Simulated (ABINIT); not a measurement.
Crystal: Y.

```
CELL_PARAMETERS angstrom
0.00000 2.55199 2.55199
2.55199 0.00000 2.55199
2.55199 2.55199 0.00000
ATOMIC_POSITIONS crystal
Y 0.00000 0.00000 0.00000
```

This isn't the form of Y at room conditions, which is hcp.

| Quantity | Value |
| --- | --- |
| Program | ABINIT 10.8.3 (patched build) |
| Task | single point |
| Functional | PBE |
| Potentials or basis | JTH PAW PBE v2.0 |
| Cutoff | 435 eV |
| k mesh | 9 × 9 × 9 |
| Occupations | fermi-dirac, width 0.05 eV |
| Spin | no spin polarisation |

On this cell: pressure -0.9 GPa; band gap on the k mesh none (metal or under the smearing width).

The same run follows on a disturbed copy (cell strained at random at fixed volume):

```
CELL_PARAMETERS angstrom
0.02633 2.56043 2.58486
2.55941 0.04610 2.56509
2.57995 2.56119 0.02557
ATOMIC_POSITIONS crystal
Y 0.01034 0.99772 0.00314
```

Question: What does the disturbed cell give?

Answer: The energy (extrapolated to zero smearing) moves by +2.2 meV/atom; pressure -0.9 GPa; band gap on the k mesh none (metal or under the smearing width).

Stress tensor (GPa, compression positive):
```
-0.93 -0.55 -0.08
-0.55 -0.74 -0.53
-0.08 -0.53 -0.99
```
